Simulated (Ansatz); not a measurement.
# AlN

Computed with Ansatz (plane waves, PAW, 420 eV cutoff): PBE, scalar-relativistic, no spin polarisation, 12×12×8 k-mesh, Gaussian smearing of 0.05 eV; PAW files: Ansatz's generated set soft_2.

Space group P6_3mc (No. 186). a = 3.130 Å, b = 3.130 Å, c = 5.018 Å, α = 90.00°, β = 90.00°, γ = 120.00°
| atom | site | symmetry | x | y | z |
| --- | --- | --- | --- | --- | --- |
| Al | 2b | 3m. | 0.3333 | 0.6667 | 0.0017 |
| N | 2b | 3m. | 0.3333 | 0.6667 | 0.3833 |

The chain of runs began from a cell as deposited in COD, expanded in volume.

Task: Which orbitals make up the states within about 0.6 eV of each band edge?

Result: Valence edge: N 2p 95 %. Conduction edge: N 2s 45 %, Al 3s 40 %. Shares are among the projected shells; the gap is 4.03 eV.

Density of states (tetrahedra, averaged over 0.5 eV; states/eV per cell of 4 atoms; energy in eV from the Fermi level):

```csv
E (eV),DOS
-7.60,0.60
-7.10,2.16
-6.60,2.34
-6.10,1.61
-5.60,1.17
-5.10,1.64
-4.60,1.85
-4.10,2.37
-3.60,3.00
-3.10,4.14
-2.60,2.77
-2.10,0.37
-1.60,0.00
-1.10,0.00
-0.60,0.00
-0.10,0.00
0.40,0.00
0.90,0.00
1.40,0.00
1.90,0.00
2.40,0.04
2.90,0.20
3.40,1.12
3.90,2.06
4.40,1.93
4.90,1.36
5.40,0.91
5.90,0.71
```

Formal charges Al³⁺, N³⁻ balance and leave closed shells on every ion, so a band insulator is expected, and the gap is 4.03 eV.

The conduction edge mixes several shells, so no single label fits the gap.

Semilocal functionals underestimate band gaps, commonly by a third or more.
